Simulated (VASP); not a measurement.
# AlP (F-43m) in VASP: further runs

AlP is run at these levels: PBE; tasks: single point.

Program: VASP 6.6.1. These are calculated values, not measurements. Logs are shortened: lines on timing, memory, paths and dates and some standing lists are left out, and cuts for length are marked.

**What was measured.**

From a printed reference work, data compilation, for a bulk crystal of AlP at 4.2 K: band gap 2.505 eV (indirect).

The runs below are set against these values where they give the same quantity.

## 1. The cell of the first run

The structure is cubic, space group F-43m (No. 216). Conventional cell: a = 5.451 Å, b = 5.451 Å, c = 5.451 Å, α = 90.00°, β = 90.00°, γ = 90.00°. Al (site symmetry -43m) has 4 P at 2.36 Å within 3.1 Å. P (site symmetry -43m) has 4 Al at 2.36 Å within 3.1 Å.

## 2. Single point, PBE

INCAR reads:

```
ALGO = Normal
EDIFF = 1E-6
ENCUT = 500
GGA = PE
GGA_COMPAT = F
ISIF = 2
ISMEAR = 0
LASPH = T
LCHARG = F
LREAL = F
LWAVE = F
NBANDS = 11
NELM = 120
PREC = Accurate
SIGMA = 0.01
```

KPOINTS reads:

```
k-points
0
Gamma
  5 5 5
```

POSCAR reads:

```
AlP
1.0
    0.0000000000      2.7255000000      2.7255000000
    2.7255000000      0.0000000000      2.7255000000
    2.7255000000      2.7255000000      0.0000000000
Al P
1 1
Direct
    0.0000000000      0.0000000000      0.0000000000
    0.2500000000      0.2500000000      0.2500000000
```

Potentials or basis: VASP PAW PBE potentials, release 64 (Al, P).

On the command line:

```sh
cat potpaw_PBE.64/Al/POTCAR potpaw_PBE.64/P/POTCAR > POTCAR
mpirun -np 1 vasp_std > vasp.out
```

OUTCAR:

```text
EDIFF = 1E-6
   ENCUT = 500
   GGA = PE
   ISIF = 2
   ISMEAR = 0
   LASPH = T
   LREAL = F
   NELM = 120
   PREC = Accurate

 ion  position               nearest neighbor table
   1  0.000  0.000  0.000-   2 2.36   2 2.36   2 2.36   2 2.36
   2  0.250  0.250  0.250-   1 2.36   1 2.36   1 2.36   1 2.36

  LATTYP: Found a face centered cubic cell.
 ALAT       =     5.4510000000

  Lattice vectors:

 A1 = (   0.0000000000,   2.7255000000,   2.7255000000)
 A2 = (   2.7255000000,   0.0000000000,   2.7255000000)
 A3 = (   2.7255000000,   2.7255000000,   0.0000000000)

Analysis of symmetry for initial positions (statically):
=====================================================================
 Subroutine PRICEL returns:
 Original cell was already a primitive cell.

 Routine SETGRP: Setting up the symmetry group for a
 face centered cubic supercell.

 Subroutine GETGRP returns: Found 24 space group operations
 (whereof 24 operations were pure point group operations)
 out of a pool of 48 trial point group operations.

The static configuration has the point symmetry T_d .

Analysis of symmetry for dynamics (positions and initial velocities):
=====================================================================
 Subroutine PRICEL returns:
 Original cell was already a primitive cell.

 Routine SETGRP: Setting up the symmetry group for a
 face centered cubic supercell.

 Subroutine GETGRP returns: Found 24 space group operations
 (whereof 24 operations were pure point group operations)
 out of a pool of 48 trial point group operations.

The dynamic configuration has the point symmetry T_d .

 Subroutine INISYM returns: Found 24 space group operations
 (whereof 24 operations are pure point group operations),
 and found     1 'primitive' translations

----------------------------------------------------------------------------------------

                                     Primitive cell

  volume of cell :      40.4919

  direct lattice vectors                    reciprocal lattice vectors
     0.000000000  2.725500000  2.725500000    -0.183452578  0.183452578  0.183452578
     2.725500000  0.000000000  2.725500000     0.183452578 -0.183452578  0.183452578
     2.725500000  2.725500000  0.000000000     0.183452578  0.183452578 -0.183452578

  length of vectors
     3.854439064  3.854439064  3.854439064     0.317749185  0.317749185  0.317749185

  position of ions in fractional coordinates (direct lattice)
     0.000000000  0.000000000  0.000000000
     0.250000000  0.250000000  0.250000000

  ion indices of the primitive-cell ions
   primitive index   ion index
                 1           1
                 2           2

----------------------------------------------------------------------------------------

 KPOINTS: k-points

Automatic generation of k-mesh.
 Grid dimensions read from file:
 generate k-points for:    5    5    5

 Generating k-lattice:

  Cartesian coordinates                     Fractional coordinates (reciprocal lattice)
    -0.036690516  0.036690516  0.036690516     0.200000000  0.000000000  0.000000000
     0.036690516 -0.036690516  0.036690516     0.000000000  0.200000000  0.000000000
     0.036690516  0.036690516 -0.036690516     0.000000000  0.000000000  0.200000000

  Length of vectors
     0.063549837  0.063549837  0.063549837

  Shift w.r.t. Gamma in fractional coordinates (k-lattice)
     0.000000000  0.000000000  0.000000000

 Subroutine IBZKPT returns following result:
 ===========================================

 Found     10 irreducible k-points:

 Following reciprocal coordinates:
            Coordinates               Weight
  0.000000  0.000000  0.000000      1.000000
  0.200000  0.000000  0.000000      8.000000
  0.400000  0.000000  0.000000      8.000000
  0.200000  0.200000  0.000000      6.000000
  0.400000  0.200000  0.000000     24.000000
 -0.400000  0.200000  0.000000     24.000000
 -0.200000  0.200000  0.000000     12.000000
  0.400000  0.400000  0.000000      6.000000
 -0.400000  0.400000  0.000000     12.000000
 -0.400000  0.400000  0.200000     24.000000
   k-points           NKPTS =     10   k-points in BZ     NKDIM =     10   number of bands    NBANDS=     11
   number of dos      NEDOS =    301   number of ions     NIONS =      2
   total plane-waves  NPLWV =  21952
   dimension x,y,z NGX =    28 NGY =   28 NGZ =   28
   dimension x,y,z NGXF=    56 NGYF=   56 NGZF=   56
   ions per type =               1   1
   NGX,Y,Z   is equivalent  to a cutoff of  12.08, 12.08, 12.08 a.u.
   NGXF,Y,Z  is equivalent  to a cutoff of  24.15, 24.15, 24.15 a.u.
 SYSTEM =  unknown system
   PREC   = accura    normal or accurate (medium, high low for compatibility)
   ISTART =      0    job   : 0-new  1-cont  2-samecut
   ICHARG =      2    charge: 1-file 2-atom 10-const
   ISPIN  =      1    spin polarized calculation?
   LNONCOLLINEAR =      F non collinear calculations
   LSORBIT =      F    spin-orbit coupling
[... 74 lines left out ...]
      1      -6.4621      2.00000
      2       2.2327      2.00000
      3       4.3143      2.00000
      4       4.3143      2.00000
      5       8.1703      0.00000
      6       9.7310      0.00000
      7       9.7310      0.00000
      8      10.8405      0.00000
      9      12.8004      0.00000
     10      12.8004      0.00000
     11      15.3128      0.00000

 k-point     3 :       0.4000    0.0000    0.0000
  band No.  band energies     occupation
      1      -5.4565      2.00000
      2      -0.4413      2.00000
      3       3.9270      2.00000
      4       3.9270      2.00000
      5       7.5550      0.00000
      6       9.5477      0.00000
      7       9.5477      0.00000
      8      12.8873      0.00000
      9      14.7606      0.00000
     10      14.7606      0.00000
     11      15.5993      0.00000

 k-point     4 :       0.2000    0.2000    0.0000
  band No.  band energies     occupation
      1      -6.3147      2.00000
      2       2.4631      2.00000
      3       3.6634      2.00000
      4       3.6634      2.00000
      5       7.9311      0.00000
      6       9.2462      0.00000
      7      10.9759      0.00000
      8      10.9759      0.00000
      9      11.9291      0.00000
     10      14.2307      0.00000
     11      17.4050      0.00000

 k-point     5 :       0.4000    0.2000    0.0000
  band No.  band energies     occupation
      1      -5.4589      2.00000
      2       0.3644      2.00000
      3       2.7756      2.00000
      4       3.2543      2.00000
      5       7.7539      0.00000
      6       9.6327      0.00000
      7      10.8078      0.00000
      8      11.3562      0.00000
      9      14.9704      0.00000
     10      15.8287      0.00000
     11      17.0006      0.00000

 k-point     6 :      -0.4000    0.2000    0.0000
  band No.  band energies     occupation
      1      -4.9600      2.00000
      2      -0.5449      2.00000
      3       2.0493      2.00000
      4       3.4864      2.00000
      5       7.9831      0.00000
      6      10.1246      0.00000
      7      10.7456      0.00000
      8      12.7188      0.00000
      9      14.2616      0.00000
     10      14.5358      0.00000
     11      17.2659      0.00000

 k-point     7 :      -0.2000    0.2000    0.0000
  band No.  band energies     occupation
      1      -5.8084      2.00000
      2       0.9823      2.00000
      3       2.4963      2.00000
      4       4.1446      2.00000
      5       8.8823      0.00000
      6      10.0564      0.00000
      7      10.2665      0.00000
      8      10.8943      0.00000
      9      11.8699      0.00000
     10      15.7816      0.00000
     11      17.2847      0.00000

 k-point     8 :       0.4000    0.4000    0.0000
  band No.  band energies     occupation
      1      -4.9167      2.00000
      2      -0.1492      2.00000
      3       2.6612      2.00000
      4       2.6612      2.00000
      5       6.4490      0.00000
      6       7.3497      0.00000
      7      14.2817      0.00000
      8      14.2817      0.00000
      9      15.6405      0.00000
     10      16.4379      0.00000
     11      18.2445      0.00000

 k-point     9 :      -0.4000    0.4000    0.0000
  band No.  band energies     occupation
      1      -4.5320      2.00000
      2      -0.4884      2.00000
      3       1.4379      2.00000
      4       2.7656      2.00000
      5       6.8581      0.00000
      6       8.9203      0.00000
      7      13.7084      0.00000
      8      14.0286      0.00000
      9      14.4714      0.00000
     10      15.0158      0.00000
     11      19.2895      0.00000

 k-point    10 :      -0.4000    0.4000    0.2000
  band No.  band energies     occupation
      1      -4.7287      2.00000
      2      -0.1940      2.00000
      3       1.5196      2.00000
      4       2.4457      2.00000
      5       8.6365      0.00000
      6       9.7785      0.00000
      7      10.3443      0.00000
      8      13.3155      0.00000
      9      14.2635      0.00000
     10      15.8994      0.00000
     11      18.8170      0.00000

------------------------ aborting loop because EDIFF is reached ----------------------------------------

  FORCE on cell =-STRESS in cart. coord.  units (eV):
  Direction    XX          YY          ZZ          XY          YZ          ZX
  --------------------------------------------------------------------------------------
  -------------------------------------------------------------------------------------
  Total        0.6991870      0.6991870      0.6991870      0.0000000      0.0000000     -0.0000000
  in kB       27.6652994     27.6652994     27.6652994      0.0000000      0.0000000     -0.0000000
  external PRESSURE =      27.6652994 kB  Pullay stress =       0.0000000 kB

 VOLUME and BASIS-vectors are now :
 -----------------------------------------------------------------------------
  energy-cutoff  :      500.00
  volume of cell :       40.49
      direct lattice vectors                 reciprocal lattice vectors
     0.000000000  2.725500000  2.725500000    -0.183452578  0.183452578  0.183452578
     2.725500000  0.000000000  2.725500000     0.183452578 -0.183452578  0.183452578
     2.725500000  2.725500000  0.000000000     0.183452578  0.183452578 -0.183452578

 POSITION                                       TOTAL-FORCE (eV/Angst)
 -----------------------------------------------------------------------------------
      0.00000      0.00000      0.00000        -0.000000      0.000000     -0.000000
      1.36275      1.36275      1.36275         0.000000     -0.000000      0.000000
 -----------------------------------------------------------------------------------
    total drift:                               -0.000000     -0.000000     -0.000000

  FREE ENERGIE OF THE ION-ELECTRON SYSTEM (eV)
  ---------------------------------------------------
  free  energy   TOTEN  =       -10.3398740948 eV

  energy  without entropy=      -10.3398740948  energy(sigma->0) =      -10.33987409
```

It took 6.9 s on 1 thread of Intel Xeon 8259CL, shared host; peak memory 0.15 GiB.

Results:

| Property | Result |
| --- | --- |
| Free energy | -10.3399 eV |
| Pressure | 2.8 GPa |
| Band gap on the k mesh | 1.81 eV, indirect (least direct gap 3.35 eV) |

Levels at points of the mesh, in eV from the valence-band top:
| k point | band 1 | band 2 | band 3 | band 4 | band 5 | band 6 | band 7 | band 8 | band 9 |
| --- | --- | --- | --- | --- | --- | --- | --- | --- | --- |
| (0.00, 0.00, 0.00) | -11.54 | 0.00 | 0.00 | 0.00 | 3.35 | 4.56 | 4.56 | 4.56 | 8.83 |

## 3. Single point, PBE

This run uses another cell than the first one, of 20.75 Å³/atom, 1.025 times its volume.

INCAR reads:

```
SYSTEM = AlP
  PREC = Accurate
  ENCUT = 500
  EDIFF = 1E-6
  ISMEAR = 0
  SIGMA = 0.01
  LREAL = .FALSE.
  LASPH = .TRUE.
  NELM = 120
  ALGO = Normal
  ISIF = 2
  LWAVE = .FALSE.
  LCHARG = .FALSE.
  GGA = PE
  NBANDS = 11
  GGA_COMPAT = .FALSE.
```

KPOINTS reads:

```
regular mesh
0
G
  5 5 5
  0 0 0
```

POSCAR reads:

```
AlP
1.0
    0.0000000000      2.7480258149      2.7480258149
    2.7480258149      0.0000000000      2.7480258149
    2.7480258149      2.7480258149      0.0000000000
Al P
1 1
Direct
    0.0000000000      0.0000000000      0.0000000000
    0.2500000000      0.2500000000      0.2500000000
```

Potentials or basis: VASP PAW PBE potentials, release 64 (Al, P).

On the command line:

```sh
cat potpaw_PBE.64/Al/POTCAR potpaw_PBE.64/P/POTCAR > POTCAR
mpirun -np 1 vasp_std > vasp.out
```

It took 7.6 s on 1 thread of Intel Xeon 8259CL, shared host; peak memory 0.14 GiB.

The run converged. Its results:

| Item | Value |
| --- | --- |
| Free energy | -10.3503 eV |
| Pressure | 0.6 GPa |
| Band gap on the k mesh | 1.85 eV, indirect (least direct gap 3.14 eV) |

Levels at points of the mesh, in eV from the valence-band top:
```
           k point  band 1  band 2  band 3  band 4  band 5  band 6  band 7  band 8
(0.00, 0.00, 0.00)  -11.39    0.00    0.00    0.00    3.14    4.53    4.53    4.53
```

## 4. Single point, PBE

This run uses another cell than the first one, of 21.26 Å³/atom, 1.050 times its volume.

INCAR reads:

```
SYSTEM = AlP
PREC = Accurate ; ENCUT = 500
EDIFF = 1E-6 ; ISMEAR = 0
SIGMA = 0.01 ; LREAL = .FALSE.
LASPH = .TRUE. ; NELM = 120
ALGO = Normal ; ISIF = 2
LWAVE = .FALSE. ; LCHARG = .TRUE.
GGA = PE ; LELF = .TRUE.
LVHAR = .TRUE. ; NBANDS = 11
GGA_COMPAT = .FALSE.
```

KPOINTS is that of step 3.

POSCAR reads:

```
AlP
1.0
    0.0000000000      2.7701882705      2.7701882705
    2.7701882705      0.0000000000      2.7701882705
    2.7701882705      2.7701882705      0.0000000000
Al P
1 1
Direct
    0.0000000000      0.0000000000      0.0000000000
    0.2500000000      0.2500000000      0.2500000000
```

On the command line:

```sh
cat potpaw_PBE.64/Al/POTCAR potpaw_PBE.64/P/POTCAR > POTCAR
mpirun -np 1 vasp_std > vasp.out
```

Run time: 10 s. Hardware: 1 thread of Intel Xeon 8259CL, shared host; peak memory 0.16 GiB.

Results (log left out):

```yaml
Free_energy: -10.3476 eV
Pressure: -1.4 GPa
Band_gap_on_the_k_mesh: 1.88 eV, indirect (least direct gap 2.93 eV)
```

Levels at points of the mesh, in eV from the valence-band top:
```
           k point  band 1  band 2  band 3  band 4  band 5  band 6  band 7  band 8  band 9
(0.00, 0.00, 0.00)  -11.26    0.00    0.00    0.00    2.93    4.49    4.49    4.49    8.78
```

## 5. Single point, PBE

This run uses another cell than the first one, of 21.76 Å³/atom, 1.075 times its volume.

INCAR reads:

```
SYSTEM = AlP
PREC     = Accurate       ! precision mode
ENCUT    = 500            ! plane-wave cutoff, eV
EDIFF    = 1E-6           ! SCF threshold, eV
ISMEAR   = 0              ! smearing method
SIGMA    = 0.01           ! smearing width, eV
LREAL    = .False.        ! projectors in reciprocal space
LASPH    = .True.         ! aspherical terms in the spheres
NELM     = 120            ! most SCF steps
ALGO     = Normal         ! electronic algorithm
ISIF     = 2              ! what is computed and relaxed
LWAVE    = .False.        ! write WAVECAR
LCHARG   = .False.        ! write CHGCAR
GGA      = PE             ! functional
NBANDS   = 11             ! bands
GGA_COMPAT= .False.
```

KPOINTS reads:

```
regular mesh
0
Gamma
  5 5 5
  0 0 0
```

POSCAR reads:

```
AlP
1.0
    0.0000000000      2.7920016747      2.7920016747
    2.7920016747      0.0000000000      2.7920016747
    2.7920016747      2.7920016747      0.0000000000
Al P
1 1
Direct
    0.0000000000      0.0000000000      0.0000000000
    0.2500000000      0.2500000000      0.2500000000
```

On the command line:

```sh
cat potpaw_PBE.64/Al/POTCAR potpaw_PBE.64/P/POTCAR > POTCAR
mpirun -np 1 vasp_std > vasp.out
```

Wall time 9.1 s (1 thread of Intel Xeon 8259CL, shared host); peak memory 0.15 GiB.

It converged, with:

- Free energy: -10.3333 eV
- Pressure: -3.1 GPa
- Band gap on the k mesh: 1.91 eV, indirect (least direct gap 2.73 eV)

Levels at points of the mesh, in eV from the valence-band top:
| k point | band 1 | band 2 | band 3 | band 4 | band 5 | band 6 | band 7 | band 8 |
| --- | --- | --- | --- | --- | --- | --- | --- | --- |
| (0.00, 0.00, 0.00) | -11.13 | 0.00 | 0.00 | 0.00 | 2.73 | 4.46 | 4.46 | 4.46 |

A k mesh can miss the band edges. As with any semilocal functional, this PBE gap is likely too small.

## 6. Single point, PBE

This run uses another cell than the first one, of 22.27 Å³/atom, 1.100 times its volume.

INCAR reads:

```
SYSTEM = AlP
PREC = Accurate ; ENCUT = 500
EDIFF = 1E-6 ; ISMEAR = 0
SIGMA = 0.01 ; LREAL = .FALSE.
LASPH = .TRUE. ; NELM = 120
ALGO = Normal ; ISIF = 2
LWAVE = .FALSE. ; LCHARG = .FALSE.
GGA = PE ; NBANDS = 11
GGA_COMPAT = .FALSE.
```

KPOINTS reads:

```
Automatic mesh
0
G
  5 5 5
  0 0 0
```

POSCAR reads:

```
AlP
1.0
    0.0000000000      2.8134794547      2.8134794547
    2.8134794547      0.0000000000      2.8134794547
    2.8134794547      2.8134794547      0.0000000000
Al P
1 1
Direct
    0.0000000000      0.0000000000      0.0000000000
    0.2500000000      0.2500000000      0.2500000000
```

Potentials or basis: VASP PAW PBE potentials, release 64 (Al, P).

On the command line:

```sh
cat potpaw_PBE.64/Al/POTCAR potpaw_PBE.64/P/POTCAR > POTCAR
mpirun -np 1 vasp_std > vasp.out
```

Wall time 9 s (1 thread of Intel Xeon 8259CL, shared host); peak memory 0.15 GiB.

The run converged. Its results:

```yaml
Free_energy: -10.3087 eV
Pressure: -4.6 GPa
Band_gap_on_the_k_mesh: 1.94 eV, indirect (least direct gap 2.54 eV)
```

Levels at points of the mesh, in eV from the valence-band top:
| k point | band 1 | band 2 | band 3 | band 4 | band 5 | band 6 | band 7 | band 8 | band 9 |
| --- | --- | --- | --- | --- | --- | --- | --- | --- | --- |
| (0.00, 0.00, 0.00) | -11.01 | 0.00 | 0.00 | 0.00 | 2.54 | 4.42 | 4.42 | 4.42 | 8.72 |

A k mesh can miss the band edges. A hybrid or GW would open this gap; PBE tends to underestimate it.

## 7. The runs side by side

```csv
cell,gap on the mesh (eV),pressure (GPa)
"a = 3.854 Å, angles 60.0°, 2 atoms",1.81,2.8
"a = 3.886 Å, angles 60.0°, 2 atoms",1.85,0.6
"a = 3.918 Å, angles 60.0°, 2 atoms",1.88,-1.4
"a = 3.948 Å, angles 60.0°, 2 atoms",1.91,-3.1
"a = 3.979 Å, angles 60.0°, 2 atoms",1.94,-4.6
```

Alike in all rows: task single point; level PBE; potentials or basis VASP PAW PBE potentials, release 64 (Al, P); no spin polarisation; k mesh 5 × 5 × 5; cutoff (eV) 500; smearing gaussian 0.01 eV.

Total energies depend on the potentials used, so only differences within one code and one set of settings carry meaning.

## 8. Against experiment

Step 2. Measured gap of AlP: 2.505 eV (indirect; 4.2 K; a printed reference work, data compilation). This calculation gives 1.81 eV (-0.70 eV). The value is that of PBE on a finite k mesh, which can miss the band edges, without temperature or zero-point motion. Semilocal functionals fall short of measured gaps as a rule.

Step 3. Against the measured gap of AlP, 2.505 eV (indirect; 4.2 K; a printed reference work, data compilation), the calculated 1.85 eV is off by -0.66 eV. The value is that of PBE on a finite k mesh, which can miss the band edges, without temperature or zero-point motion. Semilocal functionals fall short of measured gaps as a rule.

Step 4. Against the measured gap of AlP, 2.505 eV (indirect; 4.2 K; a printed reference work, data compilation), the calculated 1.88 eV is off by -0.62 eV. The value is that of PBE on a finite k mesh, which can miss the band edges, without temperature or zero-point motion. Semilocal functionals fall short of measured gaps as a rule.
